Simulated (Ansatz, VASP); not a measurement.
# Si11H4O2 (dichlorosilane fragment with one ligand changed to OH on HO:Si(111)): VASP beside Ansatz, part 2 of 2

One calculation is typed for both programs; each brings its own data sets. How far apart do they land? The cell is taken from a series of runs on this material, whose earlier steps may have relaxed, scaled, displaced or heated it; both programs get it as it stands.

VASP 6.6.1 and Ansatz 0.2.0.

So far: Set-up; Ansatz: single point, HSE06 with D3(BJ).

**3. VASP: single point, HSE06 with D3(BJ)**

Level of this step: HSE06 with D3(BJ); plane waves and PAW (Si, H, O) (VASP).

The same cell, functional, mesh and smearing now go to VASP, with its own data sets.

Lines of VASP's logs that name or quote its potential files are left out, and so is its time.

The run reads the wave functions of an earlier VASP run, which isn't shown here.

INCAR reads:

```
SYSTEM = Si11H4O2
PREC = Accurate
ENCUT = 520
EDIFF = 1E-06
NELM = 100
ISMEAR = -1
SIGMA = 0.025
LREAL = Auto
ALGO = Normal
LHFCALC = .TRUE.
AEXX = 0.25
GGA = PE
HFSCREEN = 0.208
IVDW = 12
VDW_S6 = 1
VDW_S8 = 2.31
VDW_A1 = 0.383
VDW_A2 = 5.685
LASPH = .TRUE.
NBANDS = 209
PRECFOCK = Fast
LORBIT = 11
LWAVE = .FALSE.
LCHARG = .FALSE.
ISIF = 2
```

POSCAR reads:

```
Si11H4O2
1.0
   11.6036200000      0.0000000000      0.0000000000
   -5.8018100000     10.0490300000      0.0000000000
    0.0000000000      0.0000000000     26.7011300000
Si H O
55 20 10
Direct
    0.0000000000      0.0000000000      0.0928800000
    0.2222200000      0.1111100000      0.1224500000
    0.2223600000      0.1106500000      0.2101800000
    0.1113700000      0.2221700000      0.2379900000
    0.1116700000      0.2210200000      0.3258100000
    0.9994700000      0.9985800000      0.3543100000
    0.0000000000      0.3333300000      0.0928800000
    0.2222200000      0.4444400000      0.1224500000
    0.2220200000      0.4441000000      0.2095200000
    0.1110700000      0.5555900000      0.2370600000
    0.1111900000      0.5544400000      0.3244000000
    0.0002300000      0.3320100000      0.3528900000
    0.0000000000      0.6666700000      0.0928800000
    0.2222200000      0.7777800000      0.1224500000
    0.2221400000      0.7782900000      0.2098900000
    0.1106300000      0.8884700000      0.2391700000
    0.1105400000      0.8866200000      0.3276100000
    0.9992700000      0.6621400000      0.3546800000
    0.3333300000      0.0000000000      0.0928800000
    0.5555600000      0.1111100000      0.1224500000
    0.5548100000      0.1108400000      0.2097900000
    0.4445700000      0.2222600000      0.2389900000
    0.4456700000      0.2214500000      0.3273500000
    0.3339700000      0.9981700000      0.3549700000
    0.3333300000      0.3333300000      0.0928800000
    0.5555600000      0.4444400000      0.1224500000
    0.5552100000      0.4439700000      0.2098300000
    0.4442500000      0.5556800000      0.2373000000
    0.4434600000      0.5540500000      0.3248500000
    0.3342000000      0.3328000000      0.3542100000
    0.3333300000      0.6666700000      0.0928800000
    0.5555600000      0.7777800000      0.1224500000
    0.5551100000      0.7781500000      0.2096300000
    0.4441500000      0.8889000000      0.2385200000
    0.4449900000      0.8876800000      0.3266300000
    0.3324400000      0.6639300000      0.3537600000
    0.6666700000      0.0000000000      0.0928800000
    0.8888900000      0.1111100000      0.1224500000
    0.8895600000      0.1114700000      0.2093700000
    0.7777100000      0.2220600000      0.2365500000
    0.7785400000      0.2210800000      0.3236500000
    0.6689600000      0.0004100000      0.3535000000
    0.6666700000      0.3333300000      0.0928800000
    0.8888900000      0.4444400000      0.1224500000
    0.8887500000      0.4446500000      0.2094000000
    0.7775700000      0.5553700000      0.2377600000
    0.7775400000      0.5542500000      0.3255800000
    0.6702000000      0.3318100000      0.3541300000
    0.6666700000      0.6666700000      0.0928800000
    0.8888900000      0.7777800000      0.1224500000
    0.8891000000      0.7778700000      0.2098300000
    0.7777100000      0.8893300000      0.2370400000
    0.7786400000      0.8893200000      0.3244400000
    0.6663100000      0.6671200000      0.3515900000
    0.6688900000      0.6420000000      0.4725800000
    0.0000000000      0.0000000000      0.0374500000
    0.9519900000      0.0326300000      0.4331400000
    0.0000000000      0.3333300000      0.0374500000
    0.9577000000      0.3675800000      0.4319400000
    0.0000000000      0.6666700000      0.0374500000
    0.9265500000      0.6354500000      0.4360900000
    0.3333300000      0.0000000000      0.0374500000
    0.2982900000      0.0319300000      0.4358100000
    0.3333300000      0.3333300000      0.0374500000
    0.2996200000      0.3776900000      0.4334600000
    0.3333300000      0.6666700000      0.0374500000
    0.2841500000      0.6865400000      0.4340800000
    0.6666700000      0.0000000000      0.0374500000
    0.6504100000      0.0544000000      0.4333100000
    0.6666700000      0.3333300000      0.0374500000
    0.6940100000      0.3996600000      0.4360300000
    0.6666700000      0.6666700000      0.0374500000
    0.7741300000      0.5403600000      0.5087900000
    0.7399900000      0.7669800000      0.5023200000
    0.5322800000      0.5524100000      0.4921000000
    0.9998900000      0.9933600000      0.4174300000
    0.0034300000      0.3262700000      0.4160600000
    0.0031400000      0.6449200000      0.4172500000
    0.3414200000      0.9908400000      0.4179400000
    0.3407600000      0.3320700000      0.4173400000
    0.3330200000      0.6507900000      0.4166800000
    0.6832200000      0.0022700000      0.4164100000
    0.6882500000      0.3254400000      0.4165500000
    0.6685100000      0.6744900000      0.4140800000
    0.7567200000      0.5613300000      0.4754600000
```

KPOINTS reads:

```
Automatic mesh
0
Gamma
1 1 1
0 0 0
```

Potentials, in the order of the species: Si, H and O (PBE family, release 64).

On the command line:

```sh
export OMP_NUM_THREADS=3
mpirun -np 1 vasp_gam
```

Numbers of over 12 decimals in the logs are rounded to 6 here.

Log:

```text
[banner, memory and clock lines left out]
running    1 mpi-ranks, on    1 nodes
[...]
Offloading initialized ...    1 GPUs detected
[...]
LDA part: xc-table for (Slater+PW92), standard interpolation
 found WAVECAR, reading the header
 POSCAR, INCAR and KPOINTS ok, starting setup
[...]
reading WAVECAR
 the WAVECAR file was read successfully
 initial charge from wavefunction
 entering main loop
       N       E                     dE             d eps       ncg     rms          rms(c)
DAV:   1    -0.516364846194E+03   -0.51636E+03   -0.11219E+01   476   0.797E+00    0.169E+01
DAV:   2    -0.516615689355E+03   -0.25084E+00   -0.19942E+00   468   0.252E+00    0.126E+01
DAV:   3    -0.516569060095E+03    0.46629E-01   -0.58491E-02   652   0.934E-01    0.797E+00
DAV:   4    -0.516562654721E+03    0.64054E-02   -0.15401E-01   476   0.853E-01    0.458E+00
[...]
DAV:  67    -0.516559244475E+03   -0.11157E-05   -0.11218E-08   292   0.311E-04    0.526E-04
DAV:  68    -0.516559245513E+03   -0.10384E-05   -0.10387E-08   300   0.298E-04    0.507E-04
DAV:  69    -0.516559246481E+03   -0.96791E-06   -0.95823E-09   300   0.285E-04
   1 F= -.53384223E+03 E0= -.53384223E+03  d E =-.266880E-10
```

From OUTCAR (step 3):

```text
  FREE ENERGIE OF THE ION-ELECTRON SYSTEM (eV)
  ---------------------------------------------------
  free  energy   TOTEN  =      -533.8422283346 eV

  energy  without entropy=     -533.8422283346  energy(sigma->0) =     -533.84222833
```

**4. Side by side**

Known differences besides the potentials themselves: exact exchange at q = 0 is treated differently, which shows on coarse meshes; VASP keeps PBE cores, Ansatz makes them for the functional; the cutoff is 420 eV in Ansatz and 520 eV in VASP (PREC = Accurate, projectors in real space); VASP takes a coarser grid for exact exchange (PRECFOCK = Fast). Total energies have different zeros and are not compared.

The two programs side by side:

```
              quantity  Ansatz   VASP  difference
gap on the k mesh (eV)   1.781  1.801      -0.020
```

Forces on 10 of the 85 atoms, those with the largest forces and the largest differences (eV/Å; atoms numbered as in POSCAR):

```
atom         Ansatz x, y, z           VASP x, y, z
 Si1   -0.015, 0.004, 0.756   -0.015, 0.004, 0.747
 Si7   0.003, -0.005, 0.747   0.003, -0.005, 0.737
Si25   -0.006, 0.012, 0.763   -0.006, 0.012, 0.754
Si31   0.008, -0.001, 0.766   0.008, -0.001, 0.756
Si37   0.003, -0.004, 0.768   0.003, -0.004, 0.759
Si43    0.005, 0.007, 0.754    0.005, 0.006, 0.745
Si49   -0.001, 0.002, 0.785   -0.001, 0.001, 0.776
 H57  0.447, -0.225, -0.225  0.344, -0.174, -0.128
 H59  0.454, -0.247, -0.230  0.352, -0.192, -0.133
 H69  0.392, -0.302, -0.244  0.303, -0.232, -0.142
```

The forces differ by 37 meV/Å r.m.s., which is 16.2 % of the r.m.s. force of 0.227 eV/Å (both taken over all components). A gap on the mesh is an upper bound, since the band edges may lie between its points. With vacuum in the cell, a pressure given here is an average over mostly empty space and none of the material.

**5. Summary of results**

```json
{
 "r.m.s. force difference (single point, HSE06 with D3(BJ))": "16 % of the r.m.s. force"
}
```

**Reading.** The r.m.s. force difference is 16 % of the r.m.s. force (single point, HSE06 with D3(BJ)), beyond the 3 % picked in this series as the mark of a large difference. What causes the difference of the single point, HSE06 with D3(BJ) pair stays open here. Such differences can come from data sets, numerical settings and the points named under the comparisons, not from the functional's error against experiment.

[Lines on the potential files, build, host, timing and source positions are cut from VASP's logs without a mark.]

[Logs are printed without paths, hosts, clocks, repeated set-up lines and the standing remarks that a program may print on its own settings, such as how far it seeks lower states.]

[Hosts, paths, dates, database ids (printed as entryN), source tags and the programs' standing remarks are cut or masked in the printed files.]
